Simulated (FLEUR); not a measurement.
Computed results, one entry a study.

```xyz
5
Lattice="2.706 0.000 0.000 -1.353 2.343 0.000 0.000 0.000 21.991" Properties=species:S:1:pos:R:3 subject="Co2/Ru1/Co2 (0001) trilayer: which magnetic order is lowest" method="PBE; all-electron FLAPW film, Dirac cores, scalar-relativistic bands" program="FLEUR MaX-R8.1" settings_of_one_run="kmax 3.66 1/bohr, gmax 11 1/bohr, muffin tin radii Co: 2.24, Ru: 2.38 bohr, lmax Co: [8, 6], Ru: [8, 6], hist occupations, smearing width 0.05 eV, mixer Anderson, mixing 0.03, max iterations 170, stop 1.00e-5 me/bohr³, film mode on, collinear spin, 20×20×1 k-mesh, value 1, mesh matched on, starting moments 2 2 0 -2 -2 μB" cost="2 runs, 12 min in all on 4 MPI ranks of Arm Neoverse N1, shared host (the runs of this entry)" notes="Only 2 starts were tried; other patterns of signs, canted and longer-period orders were not." lowest_state_found="antiferromagnetic (initial antiferro ++--)" largest_site_spin_moment="1.89 μB" next_finished_state="ferromagnetic, with opposed induced moments, 10.8 meV a seeded atom higher"
Co    1.353    0.781    7.000
Co    0.000    1.562    8.950
Ru    1.353    0.781   10.995
Co    0.000    1.562   13.041
Co    1.353    0.781   14.991
```

[Logs and program files are shortened in this print: banners, set-up blocks, solver, clock and traceback lines can be left out without a mark of their own.]

[Logs are printed without paths, hosts, clocks, repeated set-up lines and the standing remarks that a program may print on its own settings, such as how far it seeks lower states.]

[Hosts, paths, dates, database ids (printed as entryN), source tags and the programs' standing remarks are cut or masked in the printed files.]

[Where a cell is said to come from a database of computed structures, the database is the Materials Project.]
